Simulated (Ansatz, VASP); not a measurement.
In in VASP and in Ansatz

```
In
1.0
     1.86180   -2.55116    0.00000
     1.86180    2.55116    0.00000
     0.00000    0.00000    5.82454
In
2
Direct
  0.35489 0.64511 0.25000
  0.64511 0.35489 0.75000
```

Alike in both runs: task relaxation of cell and atoms; functional PBE; k mesh 6 × 6 × 4; occupations gaussian, width 0.1 eV; no spin polarisation.

|  | VASP | Ansatz |
| --- | --- | --- |
| version | VASP 6.6.1 | Ansatz 0.2.0 |
| potentials or method | VASP PAW PBE potentials, release 64 (In_d) | scalar-relativistic, plane waves, PAW |
| plane-wave cutoff (eV) | 600 | 420 |
| valence electrons in the cell | 26 | 26 |

|  | VASP | Ansatz | Ansatz less VASP |
| --- | --- | --- | --- |
| gap on the k mesh at the Fermi level, each at its own relaxed structure (eV) | none | none | - |
| relaxed volume (Å³/atom) | 27.54 | 27.74 | +0.193 |
| relaxed cell length with the largest relative difference (Å) | 5.678 | 5.714 | +0.0361 |
| energy change over the relaxation (meV/atom) | -55 | -56 | -1.1 |

A gap of «none» marks a metal or a gap that the smearing closes.
